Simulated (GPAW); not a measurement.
The system is BeS.

```
S Be
1.0
     0.00000    2.42500    2.42500
     2.42500    0.00000    2.42500
     2.42500    2.42500    0.00000
S Be
1 1
Direct
  0.75000 0.75000 0.75000
  0.00000 0.00000 0.00000
```

Base run:

```yaml
Program: GPAW 26.7.0
Functional: PBE0
Potentials_or_basis: GPAW PAW data sets (gpaw-data 1.2.1)
Cutoff: 600 eV
Basis: pw
k_mesh: 6 × 6 × 6
Occupations: fermi-dirac, width 0.05 eV
Spin: no spin polarisation
```

Its results: band gap on the k mesh 4.76 eV, indirect (least direct gap 7.60 eV).

Question: The run is repeated on the same cell with these changes: functional from PBE0 to HSE06. What comes out?

Answer: Band gap on the k mesh 4.07 eV, indirect (least direct gap 6.88 eV).

A k mesh can miss the band edges.
